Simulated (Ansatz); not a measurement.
The system is Na.

```
CELL_PARAMETERS angstrom
3.70038 0.00000 0.00000
-1.85019 3.20463 0.00000
0.00000 0.00000 12.53732
ATOMIC_POSITIONS crystal
Na 0.66667 0.33333 0.75000
Na 0.00000 0.00000 0.50000
Na 0.33333 0.66667 0.25000
Na 0.00000 0.00000 0.00000
```

This isn't the form of Na at room conditions, which is bcc.

| Quantity | Value |
| --- | --- |
| Program | Ansatz 0.2.0 |
| Task | relaxation of cell and atoms |
| Functional | PBEsol |
| Potentials or basis | Ansatz PAW |
| Cutoff | 420 eV (not typed: the program's choice for these potentials) |
| k mesh | 8 × 8 × 3 |
| Occupations | fermi-dirac, width 0.05 eV |
| Spin | no spin polarisation |

At the start: volume 37.17 Å³/atom.

Q: Where does the relaxation end?

A: It ends after 5 steps and the volume is 36.36 Å³/atom (-2.2 %); space group P6_3/mmc (No. 194, to 0.05 Å).

Step by step:
| step | energy change (eV) | largest force (eV/Å) | volume (Å³) |
| --- | --- | --- | --- |
| 1 | 0.0000 | 0.0000 | 148.67 |
| 2 | -0.0075 | 0.0000 | 148.05 |
| 3 | -0.0189 | 0.0000 | 144.94 |
| 4 | -0.0193 | 0.0000 | 145.44 |
| 5 | -0.0192 | 0.0000 | 145.44 |

Final structure:
```
CELL_PARAMETERS angstrom
3.74758 0.00000 0.00000
-1.87379 3.24550 0.00000
0.00000 0.00000 11.95811
ATOMIC_POSITIONS crystal
Na 0.66667 0.33333 0.75000
Na 0.00000 0.00000 0.50000
Na 0.33333 0.66667 0.25000
Na 0.00000 0.00000 0.00000
```

Caveat: the plane-wave basis is chosen anew once the cell has moved, so the energies of steps on either side of that aren't comparable; the PAW data sets come from PBE, with cores solved anew for the run's functional, which leaves a small shift of forces and pressure.
